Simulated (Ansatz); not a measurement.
System: zinc-blende AlSb. Method: HSE06 (plane waves, PAW; Ansatz, an electronic-structure program).

Settings: plane-wave cutoff 520 eV, 8×8×8 k mesh, finite displacements, scalar-relativistic PAW data made under PBE.

Computed at the level's own relaxed cell.

Harmonic phonon frequencies (cm⁻¹; i marks an imaginary mode; at Γ without the LO shift):

```
q point            frequencies
-------  ---------------------
Γ            0 0 0 319 319 319
X        72 72 156 292 292 346
L        54 54 153 308 308 328
```

Measured, for comparison: zone-centre TO phonon frequency 323 cm⁻¹ (temperature not stated, not corrected to a static lattice; as tabulated in Giannozzi et al., Phys. Rev. B (1991)). Computed (rounded) less measured: zone-centre TO phonon frequency -1 %.

No imaginary mode appears at these points.
